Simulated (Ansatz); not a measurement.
`N=C(N)O` → C• + 4 H• + 2 N• + O•  (atomization)

Computed with Ansatz on PBE0-D4/def2-TZVP structures; ΔE is electronic, products minus reactants. CCSD(T)/CBS is the MP2 limit (def2-TZVPP, def2-QZVPP) plus CCSD(T) − MP2 in def2-TZVPP, frozen cores. This one scheme is used for every species, atoms too. Functionals use def2-TZVPP. Open shells (•) are unrestricted, without spin–orbit coupling. Spin–orbit coupling would lower the free atoms: a little for C, O. Each species was taken in one conformer, which may not be the lowest.

`N=C(N)O`:

```xyz
8

N     0.322    0.545    1.218
C    -0.034    0.067    0.099
N     0.149   -1.244   -0.224
O    -0.661    0.706   -0.924
H     0.053    1.516    1.335
H     0.779   -1.743    0.378
H     0.175   -1.475   -1.201
H    -0.782    1.627   -0.680
```

Task: What is ΔE at CCSD(T)/CBS? (An estimate is asked.)

Result: Computed: +735.0 kcal/mol.

Task: What do these levels give: r2SCAN0-D4, revPBE, PBE0, CAM-B3LYP, SCS-MP2/def2-TZVPP, MP2/CBS(def2)? (Best estimate.)

Result: The calculation gave: r2SCAN0-D4 715.1, revPBE 733.7, PBE0 738.6, CAM-B3LYP 742.0, SCS-MP2/def2-TZVPP 725.0, MP2/CBS(def2) 753.8 kcal/mol.

Largest T1 diagnostic among the species: 0.013.

The D4 term adds +4.1 kcal/mol with B3LYP and +2.1 kcal/mol with PBE0; it sums over pairs of atoms, weighted by their polarisabilities, and B3LYP, whose exchange is more repulsive, gets the larger term. Leaving LDA and LC-ωPBE aside and taking each functional with its dispersion term where it has one, the values, not all of them listed here, spread over 66.8 kcal/mol, from BHLYP-D4 to PBE-D4. LDA lies +110.4 kcal/mol from PBE without D4, its usual overbinding. In def2-TZVPP, CCSD(T) changes the Hartree–Fock value by +239.7 kcal/mol (the triples alone add +15.7 kcal/mol) and MP2 by +258.5 kcal/mol; breaking electron pairs costs correlation energy, which Hartree–Fock lacks.

B3LYP here is the variant with VWN-RPA as its local correlation; programs differ in this.

For atomizations the MP2-based limit and the directly extrapolated one differ by several kJ/mol either way, and by 10 to 25 for some Ge, Se and Sn compounds, so smaller differences from it don't rank the levels.
